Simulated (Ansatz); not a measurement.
# Convergence notes, G0W0 on KF (CsCl type)

KF (CsCl type), relaxed with r2SCAN; one-shot G0W0 in Ansatz without spin-orbit coupling. No spin polarisation. The prototype was imposed, so other structures may be more stable.

```
CELL_PARAMETERS angstrom
3.17887 0.00000 0.00000
0.00000 3.17887 0.00000
0.00000 0.00000 3.17887
ATOMIC_POSITIONS crystal
K 0.00000 0.00000 0.00000
F 0.50000 0.50000 0.50000
```

Gaps are read over the mesh points alone. G0W0 here is at a finite number of bands, screening cutoff and k mesh, not at the basis limit.
```tsv
start	potentials	frequency model	mesh	empty bands	screening cutoff (eV)	Kohn-Sham gap (eV)	G0W0 gap (eV)	rough cost
r2SCAN	PAW	contour deformation	4×4×4	52	80	7.72	10.60	7 core-seconds
r2SCAN	PAW	contour deformation	4×4×4	120	140	7.72	10.65	18 core-seconds
r2SCAN	PAW	contour deformation	4×4×4	221	210	7.72	10.78	60 core-seconds
HSE06	PAW	contour deformation	4×4×4	120	140	8.92	11.17	40 core-seconds
LDA	PAW	contour deformation	4×4×4	120	140	6.46	10.24	14 core-seconds
PBE	PAW	contour deformation	4×4×4	120	140	6.82	10.24	14 core-seconds
r2SCAN	PAW	Godby-Needs pole	4×4×4	120	140	7.72	10.63	22 core-seconds
r2SCAN	PAW	contour deformation	6×6×6	52	80	7.72	10.59	30 core-seconds
r2SCAN	norm-conserving	contour deformation	4×4×4	120	140	7.75	10.67	40 core-seconds
```

The quasiparticle gap on this mesh is 10.78 eV (M to Γ), against 7.72 eV from r2SCAN: +3.06 eV. Renormalisation factors Z lie between 0.80 and 0.89.

Raising bands and cutoff together moves the gap by +0.05 eV (80 to 140 eV), then +0.13 eV (140 to 210 eV); the last step is still large, so the basis limit isn't reached. Starting from HSE06 (8.92 eV against r2SCAN's 7.72 eV) gives 11.17 eV, +0.52 eV from G0W0@r2SCAN at the same screening cutoff. Starting from LDA (6.46 eV against r2SCAN's 7.72 eV) gives 10.24 eV, -0.41 eV from G0W0@r2SCAN at the same screening cutoff. Starting from PBE (6.82 eV against r2SCAN's 7.72 eV) gives 10.24 eV, -0.41 eV from G0W0@r2SCAN at the same screening cutoff. The Godby-Needs plasmon pole differs from contour deformation by -0.02 eV. A 6×6×6 mesh in place of 4×4×4 changes the opening over r2SCAN by -0.01 eV (the gap on the mesh by -0.01 eV). Norm-conserving potentials (wave cutoff 1250 eV against 500 eV) shift the quasiparticle gap by +0.02 eV and the r2SCAN gap by +0.03 eV. r2SCAN runs take a wave cutoff of 500 eV.
